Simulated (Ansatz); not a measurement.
**CuAu in Ansatz: the effect of functional**

CuAu:

```
Au Cu
1.0
     1.44306    0.83315    4.25617
    -1.44306    0.83315    4.25617
     0.00000   -1.66630    4.25617
Au Cu
1 1
Direct
  0.00000 0.00000 0.00000
  0.50000 0.50000 0.50000
```

The cell comes from a database or a generator and needn't be the stable form of this composition.

Alike in all runs:

```yaml
Program: Ansatz 0.2.0
Task: projected density of states
Potentials_or_basis: Ansatz PAW
k_mesh: 6 × 6 × 6
Occupations: fermi-dirac, width 0.05 eV
Spin: no spin polarisation
```

| functional | cutoff | pressure (GPa) |
| --- | --- | --- |
| LDA | 420 eV (not typed: the program's choice for these potentials) | -12.4 |
| PBEsol | 420 eV (not typed: the program's choice for these potentials) | ? |
| r2SCAN | 500 eV (not typed: the program's choice for these potentials) | -4.4 |
| HSE06 | 420 eV (not typed: the program's choice for these potentials) | -1.7 |
| PBE0 | 420 eV (not typed: the program's choice for these potentials) | -1.7 |
| r2SCAN0 | 500 eV (not typed: the program's choice for these potentials) | -4.0 |

Problem. What does the run with functional PBEsol give?

Solution. Pressure -7.7 GPa.

Caveats: all runs use coarse meshes; the PAW data sets come from PBE, with cores solved anew for the run's functional, which leaves a small shift of forces and pressure; the thresholds are loose for stress (some runs).
